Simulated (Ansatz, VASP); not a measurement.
**PbF2 in VASP and in Ansatz**

File INCAR:

```
PREC = Accurate
ENCUT = 520
EDIFF = 1E-6
ISMEAR = 0
SIGMA = 0.05
LREAL = F
LASPH = T
NELM = 80
ALGO = Normal
ISIF = 2
LWAVE = F
LCHARG = F
GGA = PE
NBANDS = 21
```

File KPOINTS:

```
Automatic mesh
0
Gamma
  8 8 8
```

The input POSCAR:

```
PbF2
1.0
    0.0000000000      2.9253022500      2.9253022500
    2.9698500000     -0.0445477500      2.9698500000
    2.9698500000      2.9698500000     -0.0445477500
Pb F
1 2
Direct
    0.0000000000      0.0000000000      0.0000000000
    0.2500000000      0.2500000000      0.2500000000
    0.7500000000      0.7500000000      0.7500000000
```

Input for Ansatz:

```yaml
crystal:
  lattice:
    - [0.0, 2.92530225, 2.92530225]
    - [2.96985, -0.04454775, 2.96985]
    - [2.96985, 2.96985, -0.04454775]
  atoms:
    - { symbol: Pb, position: [0.0, 0.0, 0.0] }
    - { symbol: F, position: [0.25, 0.25, 0.25] }
    - { symbol: F, position: [0.75, 0.75, 0.75] }
basis:
  ecutwfc: 420
kpoints:
  mp_grid: { grid: [8, 8, 8] }
hamiltonian:
  xc: pbe
scf:
  occupations: { method: gaussian, width: 0.05 }
output:
  forces: true
  stress: true
  eigenvalues: true
```

Change from the starting cell: strain -0.0300 x Voigt [0, 0, 0, 1, 0, 0], atoms carried along.

Alike in both runs: task single point; functional PBE; k mesh 8 × 8 × 8; occupations gaussian, width 0.05 eV; no spin polarisation.

```csv
,VASP,Ansatz
version,VASP 6.6.1,Ansatz 0.2.0
potentials or method,"VASP PAW PBE potentials, release 64 (Pb_d, F)","scalar-relativistic, plane waves, PAW"
plane-wave cutoff (eV),520,420
valence electrons in the cell,28,28
```

Ansatz gave:

* gap on the k mesh at the Fermi level (eV): 4.41
* least direct gap on the mesh (eV): 4.56
* pressure (GPa): 2.3
* largest component of the traceless stress (GPa): 0.97
* rms of the force components (eV/Å): 0.040

Problem. Which values does VASP return?

Solution. gap on the k mesh at the Fermi level (eV): 4.41; least direct gap on the mesh (eV): 4.56; pressure (GPa): 2.1; largest component of the traceless stress (GPa): 0.98; rms of the force components (eV/Å): 0.040.

Atom by atom the forces differ by 0.001 eV/Å (rms over components). With one functional, cell and mesh, what is left measures potentials, basis and numerics.

Caveats: spin-orbit coupling is left out, which as a rule narrows the gap of such compounds by several tenths of an eV. A k mesh can miss the band edges.
